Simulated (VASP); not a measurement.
A run of VASP 6.6.1:

The input INCAR:

```
  PREC = Accurate
  ENCUT = 600
  EDIFF = 1E-6
  ISMEAR = 0
  SIGMA = 0.1
  LREAL = F
  LASPH = T
  NELM = 100
  ALGO = Normal
  ISIF = 3
  LWAVE = F
  LCHARG = F
  GGA = PE
  IBRION = 2
  NSW = 90
  EDIFFG = -0.04
```

KPOINTS

```
Automatic mesh
0
Gamma
  6 6 6
```

Contents of POSCAR:

```
NiGe
1.0
    2.0296526890     -2.0721567658      0.0000000000
    2.0296526890      2.0721567658      0.0000000000
    0.0000000000      0.0000000000      3.1258157265
Ni Ge
1 1
Direct
    0.0000000000      0.0000000000      0.5000000000
    0.5000000000      0.5000000000      0.0000000000
```

Potentials or basis: VASP PAW PBE potentials, release 64 (Ni, Ge_d).

Launch:

```sh
$ cat potpaw_PBE.64/Ni/POTCAR potpaw_PBE.64/Ge_d/POTCAR > POTCAR
$ mpirun -np 1 vasp_std > vasp.out
```

Hardware: 1 thread of Intel(R) Xeon(R) Platinum 8488C (Sapphire Rapids) (shared host).

Task: Estimate the wall time of this run.

Result: It took 68 s on 1 thread of Intel(R) Xeon(R) Platinum 8488C (Sapphire Rapids), with other jobs on the host, peak memory 0.16 GiB. Counts: scf iterations 62, k points 52, ion steps 8.
